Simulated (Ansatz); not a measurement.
# PbS: the change of pressure with volume per atom

All-electron LAPW DFT of a crystal on the k mesh given, cartesian forces, stress positive in compression, open shells may miss their lowest state, no spin. The results are calculated, by Ansatz 0.2 development.

Cell of the first row (space group Fm-3m, No. 225):
```
PbS
1.0
      0.0000     2.8837     2.8837
      2.8837     0.0000     2.8837
      2.8837     2.8837     0.0000
Pb S
1 1
Direct
  0.00000 0.00000 0.00000
  0.50000 0.50000 0.50000
```

Settings of every row: k mesh 8x8x8; k shift 0x0x0; occupations Fermi-Dirac; smearing width 0.06 eV; functional PBEsol; relativity scalar; nucleus point; basis error target 0.25 meV/atom; hardware server CPU, model not recorded, shared host; command ansatz run INPUT --backend cpu --pin off --threads 1.

Limits: no spin-orbit coupling, which can matter with elements this heavy.

```
row  volume per atom (Å³)  pressure (GPa)
  1                23.981               ?
  2                24.763            2.37
  3                25.545            0.36
  4                26.327           -1.36
  5                27.109           -2.84
  6                27.891            -4.1
  7                28.673           -5.16
```

Question: what pressure should row 1 give?

Worked fit of pressure. Take u = (V_r/V)^(2/3) − 1 with V_r = 26.718 Å³ an atom, which is twice the finite (Eulerian) strain; such expansions in the strain, on which the Birch-Murnaghan equation of state is built, carry the rest volume and the bulk modulus. The shown rows have u = 0.05196, 0.03038, 0.00988, -0.00964, -0.02824, -0.04599. Least squares give pressure = −2.131 + 75.62 × u + 211.5 × u² GPa; a straight line predicts inner rows, each left out in turn, worse (root mean square 0.19 against 0.0032 GPa). All shown rows lie on it to the printed digit. The pressure vanishes at u = 0.0263, or V = 25.7 Å³ an atom, and there the bulk modulus at fixed shape and fractions is B = −V dP/dV = (2/3)(1 + u) dP/du = 59.3 GPa. The withheld row has u = 0.07471, so the fit gives −2.131 + 75.62 × (0.07471) + 211.5 × (0.07471)² = 4.70 GPa.

The calculation gave 4.7 GPa. The fit meets it to the printed digit. This row lies beyond the range of the fit.
